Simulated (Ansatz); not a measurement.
# InAs: start and end of a relaxation

The cell of InAs is invented: 4-connected net, two elements alternating (P4_322, No. 95). The dimensions are guesses.

start.cif

```cif
data_structure
_symmetry_space_group_name_H-M 'P 1'
_symmetry_Int_Tables_number 1
_cell_length_a 4.7176
_cell_length_b 4.7176
_cell_length_c 9.4092
_cell_angle_alpha 90.000
_cell_angle_beta 90.000
_cell_angle_gamma 90.000
_cell_volume 209.41
loop_
_atom_site_label
_atom_site_type_symbol
_atom_site_fract_x
_atom_site_fract_y
_atom_site_fract_z
_atom_site_occupancy
In1 In 0.11138 0.50000 0.25000 1
In2 In 0.50000 0.88862 0.50000 1
In3 In 0.50000 0.11138 0.00000 1
In4 In 0.88862 0.50000 0.75000 1
As1 As 0.00000 0.61138 0.50000 1
As2 As 0.38862 0.00000 0.25000 1
As3 As 0.61138 0.00000 0.75000 1
As4 As 0.00000 0.38862 0.00000 1
```

The calculation used Ansatz 0.2.0, DFT PBE, scalar-relativistic, plane waves, PAW. Cutoff 420 eV, Gaussian smearing, Γ-centred meshes. Cell and atoms relax first on a coarse mesh and then on a finer one. In between, the cell is made exact in the group found at 0.06 Å. In metals the finer mesh still leaves noise of several meV/atom or more. The steps can't lower the symmetry of their start. No spin polarisation.

end.cif

```cif
data_structure
_symmetry_space_group_name_H-M 'P 1'
_symmetry_Int_Tables_number 1
_cell_length_a 4.0662
_cell_length_b 4.0662
_cell_length_c 4.0662
_cell_angle_alpha 60.000
_cell_angle_beta 60.000
_cell_angle_gamma 60.000
_cell_volume 47.54
loop_
_atom_site_label
_atom_site_type_symbol
_atom_site_fract_x
_atom_site_fract_y
_atom_site_fract_z
_atom_site_occupancy
In1 In 0.50000 0.50000 0.50000 1
As1 As 0.00000 0.00000 0.00000 1
```

The symmetry goes from P4_322 (No. 95) to Fm-3m (No. 225), and the primitive cell from 8 to 2 atoms. The end has the rock salt type. The volume per atom shrinks by 9.2 %, from 26.2 to 23.8 Å³. The shortest distance goes from 2.47 Å (In–As) to 2.88 Å (In–As). The energy falls by about 0.32 eV/atom (the start's value is from the coarse mesh). The end is written in a standard setting, so origin, axes and order of atoms can differ from the start's.

For InAs, the volume per atom is 23.77 Å³ and the density is 6.63 g/cm³. The formation energy is −0.05 eV/atom and the gap on the 10×10×4 mesh of the 8-atom cell is 0 eV (a metal).

The zero of energy is the elements' standard structures at the same level; no fitted shifts are applied. A negative formation energy is needed for stability but isn't enough: competing phases decide.

The last run used Gaussian smearing of 0.10 eV. The end has P4_322 (No. 95) at a tolerance of 0.01 Å; the cell shown is made exact in the group found at 0.05 Å. The reference form of As is held partly by dispersion forces, which this level lacks. Symmetry constrained the relaxation, so the result can be a saddle point. In all, the 3 runs took 15 min on 1 thread of Arm Neoverse V1, with other jobs on the host.
